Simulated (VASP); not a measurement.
Consider the following.

```xyz
2
Lattice="0.0000 3.1338 3.1338 3.1338 0.0000 3.1338 3.1338 3.1338 0.0000" Properties=species:S:1:pos:R:3 pbc="T T T"
Zn     0.0000     0.0000     0.0000
Te     1.5669     1.5669     1.5669
```

Calculation: RPBE GGA, VASP's PBE PAW potentials (set 64) (plane waves; VASP). Numerical set-up: 520 eV cut-off, Gaussian smearing of 0.050 eV, potentials Zn Te.

Unless said otherwise, spin-orbit coupling is left out, though it shifts the bands of the heavy elements here.

Task: Give the energies of bands 2 to 12 at the high-symmetry points, in eV from the valence-band maximum.

Result: 
```json
[
 {"band": "2", "Γ": "-6.61", "X": "-6.53", "U": "-6.54", "L": "-6.57", "W": "-6.53"},
 {"band": "3", "Γ": "-6.61", "X": "-6.49", "U": "-6.51", "L": "-6.57", "W": "-6.51"},
 {"band": "4", "Γ": "-6.61", "X": "-6.49", "U": "-6.46", "L": "-6.42", "W": "-6.44"},
 {"band": "5", "Γ": "-6.42", "X": "-6.40", "U": "-6.41", "L": "-6.42", "W": "-6.43"},
 {"band": "6", "Γ": "-6.42", "X": "-6.24", "U": "-6.21", "L": "-6.30", "W": "-6.19"},
 {"band": "7", "Γ": "0.00", "X": "-4.57", "U": "-4.45", "L": "-4.64", "W": "-4.43"},
 {"band": "8", "Γ": "0.00", "X": "-1.88", "U": "-2.65", "L": "-0.77", "W": "-2.45"},
 {"band": "9", "Γ": "0.00", "X": "-1.88", "U": "-1.56", "L": "-0.77", "W": "-2.22"},
 {"band": "10", "Γ": "1.02", "X": "2.42", "U": "2.84", "L": "1.78", "W": "4.27"},
 {"band": "11", "Γ": "4.51", "X": "2.74", "U": "4.73", "L": "5.15", "W": "5.00"},
 {"band": "12", "Γ": "4.51", "X": "9.39", "U": "7.59", "L": "5.15", "W": "5.76"}
]
```

The gap is direct, 1.02 eV, from the valence maximum at Γ to the conduction minimum at Γ.

Measured: gap 2.43 eV (computed value off by -1.41 eV), as given by Anna Miglio et al., npj Computational Materials (2020), arXiv:2011.12765 [zero-point renormalisation of 40 meV (experimental, the table's column) added back].

The compound is ZnTe in the zinc blende structure. It was relaxed first, which changed the volume by +8 %.
